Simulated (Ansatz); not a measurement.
# InAs (F-43m) in Ansatz: a series of runs

Runs on InAs. Level: PBE. Tasks: single point.

Program: Ansatz 0.2.0. These are calculated values, not measurements. Logs are shortened: lines on timing, memory, paths and dates and some standing lists are left out, and cuts for length are marked.

**Experimental background.**

From a printed reference work, data compilation, for a bulk crystal of InAs at 4.2 K: band gap 0.418 eV (direct).

The results are compared with them further down.

## 1. Starting point

Symmetry: F-43m, No. 216, cubic system. Conventional cell: a = 6.036 Å, b = 6.036 Å, c = 6.036 Å, α = 90.00°, β = 90.00°, γ = 90.00°. Around In (site symmetry -43m) lie 4 As at 2.61 Å. As (site symmetry -43m) is surrounded by 4 In at 2.61 Å.

## 2. Single point, PBE

The input, input.yaml:

```yaml
crystal:
  lattice:
    - [0.0, 3.018, 3.018]
    - [3.018, 0.0, 3.018]
    - [3.018, 3.018, 0.0]
  atoms:
    - { symbol: In, position: [0.0, 0.0, 0.0] }
    - { symbol: As, position: [0.75, 0.75, 0.75] }
hamiltonian:
  xc: pbe
  pseudopotentials: { kind: paw }
kpoints:
  mp_grid: { grid: [8, 8, 8] }
scf:
  occupations: { method: gaussian, width: 0.023 }
output:
  forces: true
  stress: true
  eigenvalues: true
  write_density: true
  write_potential: true
  elf: true
  volumetric_format: npy
```

Potentials or basis: Ansatz PAW.

Run with:

```
$ ansatz run input.yaml --threads 2 --pin off --max-ram 5632MiB --backend cpu --events-out ev --progress --plain --runs-dir out
```

Output:

```text
Warning: RAYON_NUM_THREADS=2 ignored (pool sized by the plan → 2); use --threads N
Engine: ansatz 0.2.0, x86_64-unknown-linux-gnu
Pseudopotentials: kind: paw
Pseudopotential: In, paw, valence charge 13, recommended cutoff 420 eV (normal), In.paw.azcp
Pseudopotential: As, paw, valence charge 15, recommended cutoff 420 eV (normal), As.paw.azcp
Functional definition: PBE
  parameter kappa = 0.804
  parameter beta = 0.06672455060314922
  exchange = pbe_x(kappa = kappa, mu = beta*pi^2/3)
  correlation = pbe_c(beta = beta)
Crystal: 2 atoms, lattice volume = 54.978 Å³
Basis set: ecut = 420 eV, 1067 PW (Γ), exchange–correlation on 60×60×60 points (8 copies of the dense FFT grid, shifted against one another)
Bands: 18, of which v1, the nominal top of the filled ones, is band 14 counted from 1 (13 counted from 0)
Symmetry: 24 space group operations
Space group: F-43m (ITA 216), of the structure as read, at distance tolerance 3.8e-5 Å
k-points: 29 of 512 (time reversal used)
Non-local potential: In, projectors of the file, l = 0: 2, l = 1: 2, l = 2: 2, l = 3: 2
Non-local potential: As, projectors of the file, l = 0: 2, l = 1: 2, l = 2: 3, l = 3: 1
PAW form: soft (Blöchl's): semilocal exchange-correlation on the pseudo side does not see the compensation charge
PAW one-centre angular grid: In, 590 points (default); XC on 64 Gauss nodes
PAW one-centre angular grid: As, 590 points (default); XC on 64 Gauss nodes
Initial density: superposition of atomic densities (neutral atoms: chi_scale 0, normalization atom), corrected by the library's trained network
Initial wavefunctions: pseudopotential atomic-orbital guess
Functional: x = pbe(κ = 0.804, μ = 0.2195149727645171), c = pbe(β = 0.06672455060314922)
SCF iter   1: F=—  HF=-10454.415930 eV  |F-HF|=—  |Δ(HF+E_count)|=         —  Δρ=2.35e-3  dr2=6.53e-3  ethr=1.77e-3  ⟨swp⟩=6.1  Hψ=2544  notcnv=0
preconditioner: auto → none  [insulator: Δε(μ)=0.941 eV  Ē_g=14.778 eV  σ=0.023 eV  W_gap=0.67  n_scr=14 (ndim 8)  ℏωp=21.2 eV  f_vac=0.106  D(μ)=0.26/eV (n_scr^D=0)  ε∞_Penn≈3.1]
SCF iter   2: F=—  HF=-10454.413114 eV  |F-HF|=—  |Δ(HF+E_count)|=   2.82e-3  Δρ=9.80e-4  dr2=5.39e-4  ethr=2.33e-5  ⟨swp⟩=2.1  Hψ=1135  notcnv=0
SCF iter   3: F=—  HF=-10454.413003 eV  |F-HF|=—  |Δ(HF+E_count)|=   1.11e-4  Δρ=2.84e-4  dr2=5.12e-5  ethr=1.92e-6  ⟨swp⟩=2.0  Hψ=784  notcnv=0
SCF iter   4: F=—  HF=-10454.413039 eV  |F-HF|=—  |Δ(HF+E_count)|=   3.63e-5  Δρ=1.03e-4  dr2=6.02e-6  ethr=1.83e-7  ⟨swp⟩=2.0  Hψ=638  notcnv=0
SCF iter   5: F=—  HF=-10454.413047 eV  |F-HF|=—  |Δ(HF+E_count)|=   8.26e-6  Δρ=3.12e-5  dr2=5.96e-7  ethr=2.15e-8  ⟨swp⟩=2.0  Hψ=929  notcnv=0
SCF iter   6: F=-10454.413047 eV  HF=-10454.413047 eV  |F-HF|=3.95e-9  |Δ(HF+E_count)|=   9.20e-8  Δρ=4.64e-6  dr2=9.21e-9  ethr=3.57e-10  ⟨swp⟩=9.5  Hψ=3879  notcnv=0
SCF 1 converged in 6 iterations: F = -10454.413047 eV  dr2 = 9.21e-9
  Residual-converged pass: ⟨swp⟩=1.0  Hψ=639  notcnv=0  max |occ|·‖R‖ = 7.1e-9 eV (tolerance 1.0e-8 eV)  dr2=9.21e-9  dr2_onsite=2.89e-8  max |Δocc| = 3.1e-10
SCF converged after 6 iterations
Free energy (F): -10454.413047 eV
Harris-Foulkes:  -10454.413047 eV  (|F-HF|=3.95e-9)
Internal energy: -10454.412978 eV  (E = F + TS)
E sigma→0 (E₀):  -10454.413013 eV
Entropy (-TS):   -0.000069 eV (-0.035 meV/atom)
Fermi energy:    7.929064 eV
--- Per-component energies (eV) ---
  E_band       = -309.881789
  E_kinetic    = 347.392320
  E_local      = -3267.659859  (includes V_loc(G=0)·N_el)
  E_nonlocal   = -303.267014
  E_hartree    = 1582.485609
  E_xc         = -294.805807
  E_vxc        = -178.993057  (∫ρ·V_xc dr)
  E_paw        = -5990.758844  (= ΣΔE_a)
  E_vpaw       = -72.330281  (= ΣTr[D̂ρ^β])
  E_aug_tail   = 0.000035  (compensation charges beyond the density's cutoff)
  E_ewald      = -2527.799418
  E_smearing   = -0.000069  (= −TS)
  E_closure    = -0.000000  (closes the sum)
  Σ components = -10454.413047   (vs F -10454.413047, Δ=0.00e0)
--- Forces (eV/Å), atoms counted from 1 ---
  atom   1  In    -0.00000000    -0.00000000     0.00000000
  atom   2  As     0.00000000    -0.00000000    -0.00000000
  max |Σ_I F_I| component: 2.78e-16 eV/Å
--- Stress (GPa, compression-positive) ---
        4.292024       0.000000      -0.000000
        0.000000       4.292024       0.000000
       -0.000000       0.000000       4.292024
  P = ⅓ Tr σ = 4.2920 GPa (42.920 kbar)
--- Band table (eV; the first three rows and the last of 29) ---
  k-point 0: bands = ["-27.0528", "-27.0528", "-27.0528", "-27.0447", "-27.0447", "-6.4759", "-6.4759", "-6.4759", "-6.3479", "-6.3479", "-3.9771", "7.7517", "7.9221", "7.9221", "7.9221", "11.8424", "11.8424", "11.8424"]
  k-point 1: bands = ["-27.0528", "-27.0528", "-27.0528", "-27.0447", "-27.0447", "-6.4967", "-6.4699", "-6.4699", "-6.3480", "-6.3480", "-3.8140", "6.0425", "7.7286", "7.7286", "9.0419", "11.9983", "12.1243", "12.1243"]
  k-point 2: bands = ["-27.0528", "-27.0527", "-27.0527", "-27.0447", "-27.0447", "-6.5434", "-6.4570", "-6.4570", "-6.3467", "-6.3467", "-3.3673", "4.2190", "7.3476", "7.3476", "9.1850", "12.5596", "12.5596", "13.1050"]
  k-point 28: bands = ["-27.0528", "-27.0528", "-27.0523", "-27.0447", "-27.0444", "-6.6394", "-6.4244", "-6.4001", "-6.3636", "-6.3398", "-1.8933", "2.2131", "4.9524", "5.0343", "12.1613", "12.2211", "12.9436", "14.0176"]
```

rho_z.tsv:

```text
# z_ang	rho[e/angstrom^3]
# format = ansatz-planar-average/11
# lattice	0.000000000	3.018000000	3.018000000
# lattice	3.018000000	0.000000000	3.018000000
# lattice	3.018000000	3.018000000	0.000000000
# sites	2
# site	49	0.000000000	0.000000000	0.000000000
# site	33	4.527000000	4.527000000	4.527000000
0.000000	8.503827e-1
0.142270	7.894544e-1
0.284540	6.766276e-1
0.426810	5.368979e-1
0.569080	3.979768e-1
0.711349	2.803653e-1
[... 22 lines left out ...]
3.983557	8.178016e-1
4.125827	8.525063e-1
```

v_z.tsv:

```text
# z_ang	v_es[eV]	v_tot[eV]
# format = ansatz-planar-average/11
# xc	pbe
# density_cutoff_ev	1680
# datasets	In=:simpson_from_first_knot:soft	As=:simpson_from_first_knot:soft
# lattice	0.000000000	3.018000000	3.018000000
# lattice	3.018000000	0.000000000	3.018000000
# lattice	3.018000000	3.018000000	0.000000000
# sites	2
# site	49	0.000000000	0.000000000	0.000000000
# site	33	4.527000000	4.527000000	4.527000000
0.000000	4.345168e-1	-1.121929e1
0.142270	1.228684e0	-1.002361e1
0.284540	2.053414e0	-8.673697e0
0.426810	2.965534e0	-7.123279e0
0.569080	4.042543e0	-5.314113e0
0.711349	5.267073e0	-3.296800e0
[... 22 lines left out ...]
3.983557	-4.292845e-1	-1.246637e1
4.125827	-1.972893e-1	-1.211376e1
```

It took 0.72 s on 2 threads of AMD EPYC 9R45 (Zen 5), shared host; peak memory 0.42 GiB.

Results:

- Free energy: -10454.4130 eV
- Pressure: 4.3 GPa
- Band gap on the k mesh: none (metal or under the smearing width)

Caveat: this crystal is a semiconductor, whose small gap the functional closes, so the metal is an error of the method.

## 3. Single point, PBE

Edit input.yaml of step 2 so:

```diff
@@ -14,3 +14,3 @@
 scf:
-  occupations: { method: gaussian, width: 0.023 }
+  occupations: { method: gaussian, width: 0.024 }
 output:
@@ -19,5 +19 @@
   eigenvalues: true
-  write_density: true
-  write_potential: true
-  elf: true
-  volumetric_format: npy
```

Potentials or basis: Ansatz PAW.

Run with:

```
$ ansatz run input.yaml --threads 2 --pin off --max-ram 5632MiB --backend cpu --events-out ev --progress --plain --runs-dir out
```

Run time: 0.52 s. Hardware: 2 threads of AMD EPYC 9R45 (Zen 5), shared host; peak memory 0.41 GiB.

The run converged. Its results:

* Free energy: -10454.4131 eV
* Pressure: 4.3 GPa
* Band gap on the k mesh: none (metal or under the smearing width)

Levels at points of the mesh, in eV from the Fermi level:
| k point | band 11 | band 12 | band 13 | band 14 | band 15 | band 16 | band 17 | band 18 |
| --- | --- | --- | --- | --- | --- | --- | --- | --- |
| (0.00, 0.00, 0.00) | -11.91 | -0.18 | -0.01 | -0.01 | -0.01 | 3.91 | 3.91 | 3.91 |
| (0.00, 0.00, -0.50) | -10.42 | -5.79 | -1.00 | -1.00 | 0.97 | 4.68 | 4.68 | 6.86 |
| (0.00, -0.50, -0.50) | -9.87 | -5.86 | -2.34 | -2.34 | 1.54 | 2.06 | 9.21 | 9.31 |

Caveat: this crystal is a semiconductor, whose small gap the functional closes, so the metal is an error of the method.

## 4. Comparison with measurements

Step 2. Against the measured gap of InAs, 0.418 eV (direct; 4.2 K; a printed reference work, data compilation), the calculated 0.00 eV is off by -0.42 eV. Spin-orbit coupling on As, In is left out. The value is that of PBE on a finite k mesh, which can miss the band edges, without temperature or zero-point motion. Semilocal functionals fall short of measured gaps as a rule.

Step 3. Measured gap of InAs: 0.418 eV (direct; 4.2 K; a printed reference work, data compilation). This calculation gives 0.00 eV (-0.42 eV). Spin-orbit coupling on As, In is left out. The value is that of PBE on a finite k mesh, which can miss the band edges, without temperature or zero-point motion. Semilocal functionals fall short of measured gaps as a rule.
